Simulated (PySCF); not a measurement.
## Mayer bond orders and bond lengths

Species: benzaldehyde, C₇H₆O.
Atom-mapped SMILES: `[O:1]=[CH:2][c:3]1[cH:4][cH:5][cH:6][cH:7][cH:8]1` (hydrogens: H9 on C2; H10 on C4; H11 on C5; H12 on C6; H13 on C7; H14 on C8)

Cartesian coordinates in Å at the PBE0-D3(BJ)/def2-TZVP level; atoms count from 1:
```xyz
14
C7H6O angstrom
O      2.7913   -1.5152   -0.3079
C      2.2730   -0.4292   -0.3499
C      0.8393   -0.1701   -0.1291
C      0.3630    1.1347   -0.1995
C     -0.9818    1.3969    0.0072
C     -1.8492    0.3502    0.2838
C     -1.3770   -0.9568    0.3546
C     -0.0360   -1.2183    0.1490
H      2.8752    0.4795   -0.5673
H      1.0542    1.9431   -0.4170
H     -1.3546    2.4128   -0.0467
H     -2.9019    0.5517    0.4460
H     -2.0623   -1.7679    0.5711
H      0.3605   -2.2257    0.1980
```

Bond orders from the PBE0/pcSseg-2 density (PySCF). Geometry: PBE0-D3(BJ)/def2-TZVP, one conformer, isolated molecule.

(1) Where do the orders between heavy atoms depart from those drawn in the SMILES?

(2) Set the Mayer orders of the bonds between heavy atoms beside their lengths.

Answers

(1) The largest departure is 0.167, at C3–C4 (drawn aromatic, 1.333), counting aromatic bonds as 1.5. The bonds drawn aromatic range from 1.33 to 1.45.

(2) 
| bond | drawn as | length (Å) | Mayer order |
| --- | --- | --- | --- |
| O1–C2 | double | 1.204 | 1.936 |
| C2–C3 | single | 1.474 | 1.033 |
| C3–C4 | aromatic | 1.391 | 1.333 |
| C4–C5 | aromatic | 1.386 | 1.438 |
| C5–C6 | aromatic | 1.387 | 1.414 |
| C6–C7 | aromatic | 1.391 | 1.379 |
| C7–C8 | aromatic | 1.382 | 1.446 |
| C8–C3 | aromatic | 1.394 | 1.368 |

Bonds between the same two heavy elements. C–C: lowest C2–C3 (1.033, 1.474 Å), highest C7–C8 (1.446, 1.382 Å).

Q: And the bonds to hydrogen?

A: C–H: 1.01 to 1.03 (6 bonds).

Q: Sum the orders of all bonds at each heavy atom with more than one neighbour and set the sums beside the valence in the SMILES.

A: C2 3.983 (drawn 4), C3 3.734 (drawn 4), C4 3.805 (drawn 4), C5 3.871 (drawn 4), C6 3.815 (drawn 4), C7 3.848 (drawn 4), C8 3.848 (drawn 4). Orders between atoms that aren't bonded are not in these sums.

Mayer orders depend on the basis set.

These values come from a run that also computed NMR shieldings. Time: 72 s; peak memory 1.6 GiB. Hardware: one thread of an Arm Neoverse V1, no GPU, on a shared host.
